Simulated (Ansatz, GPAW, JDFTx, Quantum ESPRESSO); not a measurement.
**One calculation of NaI, 9 ways**

```
I Na
1.0
     0.00000    3.23640    3.23640
     3.23640    0.00000    3.23640
     3.23640    3.23640    0.00000
I Na
1 1
Direct
  0.50000 0.50000 0.50000
  0.00000 0.00000 0.00000
```

Alike in all runs: task equation of state; functional PBEsol; k mesh 7 × 7 × 7; occupations fermi-dirac, width 0.05 eV; no spin polarisation; no spin-orbit coupling.

```json
{"program and potentials": "Ansatz, Ansatz PAW (files of its older set among them)", "plane-wave cutoff (eV)": "700", "notes": "potentials made for PBE, which Ansatz adapts in part", "equilibrium volume (Å³/atom)": "32.83", "bulk modulus (GPa)": "17.0"}
{"program and potentials": "Ansatz, PseudoDojo stringent", "plane-wave cutoff (eV)": "1197", "notes": "potentials made for PBE", "equilibrium volume (Å³/atom)": "32.83", "bulk modulus (GPa)": "17.0"}
{"program and potentials": "Ansatz, JTH PAW", "plane-wave cutoff (eV)": "1440", "notes": "potentials made for PBE", "equilibrium volume (Å³/atom)": "33.01", "bulk modulus (GPa)": "17.0"}
{"program and potentials": "Ansatz, Ansatz PAW", "plane-wave cutoff (eV)": "420", "notes": "potentials made for PBE, which Ansatz adapts in part", "equilibrium volume (Å³/atom)": "32.82", "bulk modulus (GPa)": "17.0"}
{"program and potentials": "Ansatz, PseudoDojo standard", "plane-wave cutoff (eV)": "1197", "notes": "potentials made for PBE", "equilibrium volume (Å³/atom)": "32.79", "bulk modulus (GPa)": "17.3"}
{"program and potentials": "GPAW, PAW data sets generated for this functional", "plane-wave cutoff (eV)": "800", "notes": "-", "equilibrium volume (Å³/atom)": "32.86", "bulk modulus (GPa)": "17.1"}
{"program and potentials": "Ansatz, all-electron LAPW, scalar-relativistic", "plane-wave cutoff (eV)": "-", "notes": "-", "equilibrium volume (Å³/atom)": "32.83", "bulk modulus (GPa)": "17.1"}
{"program and potentials": "Quantum ESPRESSO, PseudoDojo 0.4.1 SR PBEsol standard", "plane-wave cutoff (eV)": "1197", "notes": "-", "equilibrium volume (Å³/atom)": "32.81", "bulk modulus (GPa)": "17.2"}
{"program and potentials": "JDFTx, PseudoDojo-SR-PBEsol-0.4.1-standard with smoothed tails", "plane-wave cutoff (eV)": "1197", "notes": "-", "equilibrium volume (Å³/atom)": "32.80", "bulk modulus (GPa)": "17.2"}
```

The equilibrium volume spans 32.79 (Ansatz, PseudoDojo standard) to 33.01 Å³/atom (Ansatz, JTH PAW), with all-electron results at 32.83. The bulk modulus spans 17.0 (Ansatz, JTH PAW) to 17.3 GPa (Ansatz, PseudoDojo standard), with all-electron results at 17.1.

The functional is the same throughout but for its coding, so the spread measures potentials, basis and numerics; runs on potential files found faulty are left out.
